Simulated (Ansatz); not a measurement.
A run of Ansatz 0.2.0 is set up as follows.

Contents of input.yaml:

```yaml
crystal:
  lattice:
    - [0.0, 2.96575, 2.96575]
    - [2.96575, 0.0, 2.96575]
    - [2.96575, 2.96575, 0.0]
  atoms:
    - { symbol: Pb, position: [0.0, 0.0, 0.0] }
    - { symbol: S, position: [0.5, 0.5, 0.5] }
kpoints:
  mp_grid: { grid: [6, 6, 6] }
scf:
  occupations: { method: fermi_dirac, width: 0.05 }
hamiltonian:
  xc: hse06
  pseudopotentials: { kind: all_electron, datasets: crystal }
output:
  forces: true
  stress: true
```

Potentials or basis: all-electron PAW datasets made for the crystal.

Run with:

```bash
$ ansatz run input.yaml --threads 2 --pin off --max-ram 8192MiB --backend cpu --events-out ev --progress --plain --runs-dir out
```

What does it give for the pressure?

1.1 GPa.

What does it give for the band gap on the k mesh?

0.78 eV, direct.

Caveat: spin-orbit coupling is left out, which as a rule narrows the gap of such compounds by several tenths of an eV. A k mesh can miss the band edges.
